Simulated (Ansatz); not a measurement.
**HgSe: pressure up to the limit of the methods**

An exercise on one series of results from a longer session: the logs are not shown, and one member is left open.

Program: Ansatz 0.2.0. Level of theory: DFT, r2SCAN, PAW with Ansatz's default frozen-core files, scalar-relativistic. These are calculated values, not measurements.

## The starting structure

Symmetry: F-43m, No. 216, cubic system. The conventional cell has a = 6.193 Å, b = 6.193 Å, c = 6.193 Å, α = 90.00°, β = 90.00°, γ = 90.00°. Around Hg (site symmetry -43m) lie 4 Se at 2.68 Å. Around Se (site symmetry -43m) lie 4 Hg at 2.68 Å.

As a file:

```
CELL_PARAMETERS angstrom
0.00000 3.09633 3.09633
3.09633 0.00000 3.09633
3.09633 3.09633 0.00000
ATOMIC_POSITIONS crystal
Hg 0.00000 0.00000 0.00000
Se 0.25000 0.25000 0.25000
```

Whether this phase is the stable one at these pressures isn't tested.

Atoms are numbered in the order of the input: Hg1, Se2.

Set-up of the first run:

The input, input.yaml:

```yaml
crystal:
  lattice:
    - [0.0, 3.0963260113, 3.0963260113]
    - [3.0963260113, 0.0, 3.0963260113]
    - [3.0963260113, 3.0963260113, 0.0]
  atoms:
    - { symbol: Hg, position: [0.0, 0.0, 0.0] }
    - { symbol: Se, position: [0.25, 0.25, 0.25] }
kpoints:
  mp_grid: { grid: [10, 10, 10] }
scf:
  occupations: { method: fermi_dirac, width: 0.05 }
hamiltonian:
  xc: r2scan
  pseudopotentials: { kind: paw }
output:
  forces: true
  stress: true
  write_density: true
  write_potential: true
  elf: true
  volumetric_format: npy
relax:
  f_tol: 0.01
  max_steps: 30
```

The run is started by

```
$ ansatz run input.yaml --threads 1 --pin off --max-ram 2048MiB --backend cpu --events-out ev --progress --plain --runs-dir out
```

Steps of the session up to this table: Atoms relaxed at the given volume, PAW; Volume scaled by 1, PAW; Atoms relaxed at 0.9 of the volume, PAW; Volume scaled by 0.9, PAW; Atoms relaxed at 0.75 of the volume, PAW; Volume scaled by 0.75, PAW; Atoms relaxed at 0.45 of the volume, PAW; Volume scaled by 0.45, PAW.

One table of the session follows, with a row left open; its other results are not shown here.

```
method  volume over the first  volume (Å³/atom)  pressure (GPa)
   PAW                      1                 ?               ?
   PAW                    0.9            26.717            6.48
   PAW                   0.75            22.264           28.48
   PAW                   0.45            13.358          275.26
```

Q: Estimate the row for PAW, 1 from the others.

**Answer.** volume (Å³/atom): 29.685; pressure (GPa): -0.22. In the column «volume (Å³/atom)» it is the highest.

Caveats from the session: Warnings in the runs' records: stress scf threshold loose, gradients without spin orbit.
